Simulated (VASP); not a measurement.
# BP in VASP: one cell, several levels of theory, part 2 of 2

VASP 6.6.1, plane waves, PAW. Earlier steps stand in the parts before.

## 3. Single point with r2SCAN

File INCAR:

```
ENCUT = 520.000000
SIGMA = 0.010000
EDIFF = 1.00e-07
ALGO = Normal
METAGGA = R2SCAN
PREC = Accurate
IBRION = -1
ISIF = 2
ISMEAR = 0
NBANDS = 11
NELM = 120
NSW = 0
LASPH = .TRUE.
LCHARG = .TRUE.
LELF = .TRUE.
LWAVE = .FALSE.
LREAL = .FALSE.
```

File KPOINTS:

```
KPOINTS created by Atomic Simulation Environment
0
Gamma
10 10 10
0 0 0
```

File KPOINTS_OPT:

```
special points
7
Reciprocal
0.0000000000 0.0000000000 0.0000000000 1
-0.5000000000 -0.5000000000 0.0000000000 1
-0.3750000000 -0.3750000000 0.2500000000 1
-0.3750000000 0.0000000000 0.3750000000 1
0.0000000000 0.0000000000 0.5000000000 1
-0.5000000000 -0.2500000000 0.2500000000 1
0.0000000000 0.4140620000 0.4140620000 1
```

File POSCAR:

```
B  P
 1.0000000000000000
     0.0000000000000000    2.2683156689213848    2.2683156689213848
     2.2683156689213848    0.0000000000000000    2.2683156689213848
     2.2683156689213848    2.2683156689213848    0.0000000000000000
 B   P
   1   1
Cartesian
  0.0000000000000000  0.0000000000000000  0.0000000000000000
  1.1341578344606922  1.1341578344606922  1.1341578344606922
```

The run is started by

```bash
$ mpirun -np 1 vasp_std
```

Standard output, without the iteration lines:

```text
POSCAR found type information on POSCAR B P
 POSCAR found :  2 types and       2 ions
 -----------------------------------------------------------------------------
|                                                                             |
|                                                                             |
|     You enforced a specific xc type in the INCAR file but a different       |
|     I HOPE YOU KNOW WHAT YOU ARE DOING!                                     |
|                                                                             |
 -----------------------------------------------------------------------------

 LDA part: xc-table for (None), standard interpolation
 POSCAR, INCAR and KPOINTS ok, starting setup
 FFT: planning ... GRIDC
 FFT: planning ... GRID_SOFT
 FFT: planning ... GRID
 WAVECAR not read
 entering main loop
 Start KPOINTS_OPT (optional k-point list driver)
k-point batch [1-7\7]
```

OSZICAR:

```text
N       E                     dE             d eps       ncg     rms          rms(c)
DAV:   1     0.595166876588E+01    0.59517E+01   -0.43459E+03  1034   0.691E+02
DAV:   2    -0.184608540024E+02   -0.24413E+02   -0.23494E+02  1315   0.115E+02
DAV:   3    -0.191733842258E+02   -0.71253E+00   -0.71067E+00  1343   0.173E+01
DAV:   4    -0.191763812826E+02   -0.29971E-02   -0.29968E-02  1156   0.126E+00
DAV:   5    -0.191763952677E+02   -0.13985E-04   -0.13985E-04  1289   0.902E-02    0.793E+00
DAV:   6    -0.173614406387E+02    0.18150E+01   -0.10250E+00  1200   0.535E+00    0.476E+00
DAV:   7    -0.173138065190E+02    0.47634E-01   -0.21206E-01  1249   0.248E+00    0.142E+00
DAV:   8    -0.173109477707E+02    0.28587E-02   -0.16929E-02  1216   0.972E-01    0.162E-01
DAV:   9    -0.173112535738E+02   -0.30580E-03   -0.77350E-04  1212   0.204E-01    0.693E-02
DAV:  10    -0.173113258139E+02   -0.72240E-04   -0.82942E-05  1129   0.689E-02    0.228E-02
DAV:  11    -0.173113257143E+02    0.99598E-07   -0.78554E-06  1279   0.179E-02    0.161E-02
DAV:  12    -0.173113265242E+02   -0.80986E-06   -0.49061E-07  1207   0.485E-03    0.167E-03
DAV:  13    -0.173113266225E+02   -0.98340E-07   -0.13753E-07   622   0.193E-03
   1 F= -.17311327E+02 E0= -.17311327E+02  d E =-.548861E-68
       N       E                     dE             ncg
DAV:   1     0.969301645057E+03   -0.21187E+04      154
DAV:   2     0.796386376753E+03   -0.17292E+03      181
DAV:   3     0.791316958568E+03   -0.50694E+01      201
DAV:   4     0.791299321777E+03   -0.17637E-01      175
DAV:   5     0.791299224181E+03   -0.97595E-04      217
DAV:   6     0.791299223534E+03   -0.64755E-06      181
DAV:   7     0.791299223528E+03   -0.59048E-08      214
```

OUTCAR, selected sections:

```text
k-points           NKPTS =     47   k-points in BZ     NKDIM =     47   number of bands    NBANDS=     11

   NELECT =       8.0000    total number of electrons

   dimension x,y,z NGX =    24 NGY =   24 NGZ =   24
   dimension x,y,z NGXF=    48 NGYF=   48 NGZF=   48

  energy-cutoff  :      520.00
  volume of cell :       23.34
      direct lattice vectors                 reciprocal lattice vectors
     0.000000000  2.268315669  2.268315669    -0.220427874  0.220427874  0.220427874
     2.268315669  0.000000000  2.268315669     0.220427874 -0.220427874  0.220427874
     2.268315669  2.268315669  0.000000000     0.220427874  0.220427874 -0.220427874

 k-points in reciprocal lattice and weights: KPOINTS created by Atomic Simulation Env
   0.00000000  0.00000000  0.00000000       0.001
   0.10000000  0.00000000  0.00000000       0.008
   0.20000000  0.00000000  0.00000000       0.008
   0.30000000  0.00000000  0.00000000       0.008
   0.40000000  0.00000000  0.00000000       0.008
   0.50000000  0.00000000  0.00000000       0.004
   0.10000000  0.10000000  0.00000000       0.006
   0.20000000  0.10000000  0.00000000       0.024
[... 39 more k-points ...]

 E-fermi :   7.5207

 k-point     1 :       0.0000    0.0000    0.0000
  band No.  band energies     occupation
      1      -8.8680      2.00000
      2       7.3998      2.00000
      3       7.3998      2.00000
      4       7.3998      2.00000
      5      11.0415      0.00000
      6      11.0415      0.00000
      7      11.0415      0.00000
      8      15.4247      0.00000
      9      19.8113      0.00000
     10      20.0492      0.00000
     11      20.0492      0.00000

 k-point     2 :       0.1000    0.0000    0.0000
  band No.  band energies     occupation
      1      -8.6785      2.00000
      2       6.0288      2.00000
      3       7.0878      2.00000
      4       7.0878      2.00000
      5      11.4759      0.00000
      6      11.4759      0.00000
      7      11.5325      0.00000
      8      15.9652      0.00000
      9      19.3745      0.00000
     10      19.3745      0.00000
     11      20.4026      0.00000

 k-point     3 :       0.2000    0.0000    0.0000
  band No.  band energies     occupation
      1      -8.1172      2.00000
      2       3.5638      2.00000
      3       6.4948      2.00000
      4       6.4948      2.00000
      5      11.7833      0.00000
      6      12.2429      0.00000
      7      12.2429      0.00000
      8      17.2119      0.00000
      9      18.7760      0.00000
     10      18.7760      0.00000
     11      21.2626      0.00000

 k-point     4 :       0.3000    0.0000    0.0000
  band No.  band energies     occupation
      1      -7.2158      2.00000
      2       1.0811      2.00000
      3       5.9752      2.00000
      4       5.9752      2.00000
      5      11.7036      0.00000
      6      12.5899      0.00000
      7      12.5899      0.00000
      8      18.1903      0.00000
      9      19.4150      0.00000
     10      19.4150      0.00000
     11      21.4984      0.00000

 k-point     5 :       0.4000    0.0000    0.0000
  band No.  band energies     occupation
      1      -6.0933      2.00000
      2      -1.0445      2.00000
      3       5.6452      2.00000
      4       5.6452      2.00000
      5      11.5890      0.00000
      6      12.5118      0.00000
      7      12.5118      0.00000
      8      18.3708      0.00000
      9      21.2386      0.00000
     10      21.2386      0.00000
     11      22.4736      0.00000

 k-point     6 :       0.5000    0.0000    0.0000
  band No.  band energies     occupation
      1      -5.3725      2.00000
      2      -2.1070      2.00000
      3       5.5337      2.00000
      4       5.5337      2.00000
      5      11.5434      0.00000
      6      12.4305      0.00000
      7      12.4305      0.00000
      8      18.3229      0.00000
      9      22.8899      0.00000
     10      22.8899      0.00000
     11      23.2709      0.00000

 k-point     7 :       0.1000    0.1000    0.0000
  band No.  band energies     occupation
      1      -8.6151      2.00000
      2       6.5093      2.00000
      3       6.5093      2.00000
      4       6.5661      2.00000
      5      10.6143      0.00000
      6      12.2226      0.00000
      7      12.2226      0.00000
      8      15.7783      0.00000
      9      18.5243      0.00000
     10      20.3259      0.00000
     11      20.6252      0.00000

 k-point     8 :       0.2000    0.1000    0.0000
  band No.  band energies     occupation
      1      -8.1770      2.00000
      2       4.4093      2.00000
      3       5.8431      2.00000
      4       6.3360      2.00000
      5      10.8021      0.00000
      6      12.8959      0.00000
      7      13.1873      0.00000
      8      15.6244      0.00000
      9      18.6862      0.00000
     10      20.1752      0.00000
     11      21.6725      0.00000

 k-point     9 :       0.3000    0.1000    0.0000
  band No.  band energies     occupation
      1      -7.3851      2.00000
      2       1.9631      2.00000
      3       5.3527      2.00000
      4       5.7286      2.00000
      5      11.3309      0.00000
      6      13.0388      0.00000
      7      13.6712      0.00000
      8      15.7873      0.00000
      9      19.8412      0.00000
     10      20.5419      0.00000
     11      22.0883      0.00000

 k-point    10 :       0.4000    0.1000    0.0000
  band No.  band energies     occupation
      1      -6.3135      2.00000
      2      -0.2841      2.00000
      3       5.1223      2.00000
      4       5.1257      2.00000
      5      11.4947      0.00000
      6      12.9777      0.00000
      7      13.5105      0.00000
      8      17.0087      0.00000
      9      20.4160      0.00000
     10      22.0385      0.00000
     11      22.8613      0.00000

 k-point    11 :       0.5000    0.1000    0.0000
  band No.  band energies     occupation
      1      -5.3199      2.00000
      2      -1.8312      2.00000
      3       4.6846      2.00000
      4       5.1667      2.00000
      5      11.5810      0.00000
      6      12.9104      0.00000
      7      13.1574      0.00000
      8      18.3852      0.00000
      9      20.8798      0.00000
     10      22.8794      0.00000
     11      23.7602      0.00000

[... the tables of k-points 12 to 47 left out ...]

  Total       -0.0754203     -0.0754203     -0.0754203      0.0000000     -0.0000000     -0.0000000
  in kB       -5.1767670     -5.1767670     -5.1767670      0.0000000     -0.0000000     -0.0000000
  external PRESSURE =      -5.1767670 kB  Pullay stress =       0.0000000 kB

 POSITION                                       TOTAL-FORCE (eV/Angst)
 -----------------------------------------------------------------------------------
      0.00000      0.00000      0.00000         0.000000      0.000000      0.000000
      1.13416      1.13416      1.13416        -0.000000     -0.000000     -0.000000
 -----------------------------------------------------------------------------------
    total drift:                                0.000000      0.000000      0.000000

  FREE ENERGIE OF THE ION-ELECTRON SYSTEM (eV)
  ---------------------------------------------------
  free  energy   TOTEN  =       -17.3113266225 eV

  energy  without entropy=      -17.3113266225  energy(sigma->0) =      -17.31132662
```

Hardware: 1 MPI rank of Intel Xeon Platinum 8488C, shared host.

The levels at the points of KPOINTS_OPT are read from vasprun.xml.

Near the gap, in eV above the top of the last filled band v; c is the band after it:

| point | v−1 | v | c | c+1 |
| --- | --- | --- | --- | --- |
| Γ | 0.00 | 0.00 | 3.64 | 3.64 |
| X | -4.35 | -4.35 | 1.54 | 1.91 |
| U | -6.50 | -3.70 | 2.40 | 6.45 |
| K | -6.50 | -3.70 | 2.40 | 6.45 |
| L | -1.87 | -1.87 | 4.14 | 5.03 |
| W | -5.93 | -5.73 | 5.78 | 7.19 |

Gap with r2SCAN: 1.44 eV, valence top at Γ, conduction bottom at (0.00, 0.41, 0.41). Least direct gap: 3.64 eV. Pressure: -0.52 GPa; the forces vanish within 0.01 eV/Å.

The maps below are laid out on this run's own conventional cell (a, b, c = 4.537, 4.537, 4.537 Å).

Density in a lattice plane of the grid's cell (edges 4.54 and 4.54 Å, at 0.000 of the third edge), which holds B.

Ten even steps from '0' (0.05 e/Å³) to '9' (0.67 e/Å³):
```
689975321000000012357998
999875321100000112357899
888765432111011123456788
555554433222122233445555
333344444333333344444333
122233445555555554433222
011123456788888765432111
000112357899999875321100
000012357998689975321000
000012357996369975321000
000012357998689975321000
000112357899999875321100
011123456788888765432111
122233445555555554433222
333344444333333344444333
555554433222122233445555
888765432111011123456788
999875321100000112357899
689975321000000012357998
369975321000000012357996
```
Columns run along the first of these edges and rows up along the second, over one cell in 24 and 20 even steps from the bottom left corner. Atoms in the plane (fractional): B at (0.00, 0.00), B at (0.50, 0.50).

ELF in the same plane.

Values, 12 rows by 12 columns:
```
0.21 0.51 0.71 0.54 0.23 0.07 0.04 0.07 0.23 0.54 0.71 0.51
0.59 0.71 0.75 0.59 0.37 0.23 0.16 0.23 0.37 0.59 0.75 0.71
0.45 0.54 0.59 0.56 0.59 0.54 0.45 0.54 0.59 0.56 0.59 0.54
0.16 0.23 0.37 0.59 0.75 0.71 0.59 0.71 0.75 0.59 0.37 0.23
0.04 0.07 0.23 0.54 0.71 0.51 0.21 0.51 0.71 0.54 0.23 0.07
0.02 0.04 0.16 0.45 0.59 0.21 0.01 0.21 0.59 0.45 0.16 0.04
0.04 0.07 0.23 0.54 0.71 0.51 0.21 0.51 0.71 0.54 0.23 0.07
0.16 0.23 0.37 0.59 0.75 0.71 0.59 0.71 0.75 0.59 0.37 0.23
0.45 0.54 0.59 0.56 0.59 0.54 0.45 0.54 0.59 0.56 0.59 0.54
0.59 0.71 0.75 0.59 0.37 0.23 0.16 0.23 0.37 0.59 0.75 0.71
0.21 0.51 0.71 0.54 0.23 0.07 0.04 0.07 0.23 0.54 0.71 0.51
0.01 0.21 0.59 0.45 0.16 0.04 0.02 0.04 0.16 0.45 0.59 0.21
```
Columns run along the first of these edges and rows up along the second, over one cell in 12 and 12 even steps from the bottom left corner. Atoms in the plane (fractional): B at (0.00, 0.00), B at (0.50, 0.50).

Both are smooth fields of the valence electrons: close to the nuclei they are not physical.

The highest ELF values outside the cores: 0.95 on the B–P line, 0.9 Å from B.

## 4. Results

The summary covers parts 1 to 2.

| level | gap (eV) | pressure (GPa) | Ansatz: gap (eV) | Ansatz: pressure (GPa) |
| --- | --- | --- | --- | --- |
| PBE | 1.23 | 1.05 | 1.24 | 1.28 |
| r2SCAN | 1.44 | -0.52 | 1.41 | -0.01 |

**Reading.** The gap spans 1.23 eV (PBE) to 1.44 eV (r2SCAN). At this one volume the pressure spans -0.5 GPa (r2SCAN) to 1.0 GPa (PBE): PBE wants the largest cell and r2SCAN the smallest. The two programs agree on the gap within 0.04 eV, far less than the spread between functionals. The two codes have different PAW datasets and cutoffs.
